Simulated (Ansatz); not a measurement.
Runs of Ansatz 0.2.0 on ZrO2. The structure is cubic, space group Fm-3m (No. 225). Conventional cell: a = 5.090 Å, b = 5.090 Å, c = 5.090 Å, α = 90.00°, β = 90.00°, γ = 90.00°. Zr (site symmetry m-3m) has 8 O at 2.20 Å as nearest neighbours. O (site symmetry -43m) has 4 Zr at 2.20 Å as nearest neighbours. Measurements of this composition are mostly on another form, of space group No. 14.

```csv
level,cutoff (eV),V0 of scaled cells (Å³/atom),B0 (GPa)
r2SCAN,500,10.99,(c)
PBE,420,11.16,(b)
LDA,420,(a),274
PBEsol,420,10.82,256
```

Alike in all rows: task equation of state; potentials or basis Ansatz PAW; no spin polarisation; cell as given; k mesh 9 × 9 × 9; smearing fermi-dirac 0.05 eV.

Estimate the missing entries.

(a) 10.58; (b) 236; (c) 257.

Caveats: the PAW data sets were made with another functional, which shifts forces and pressure a little (some runs).
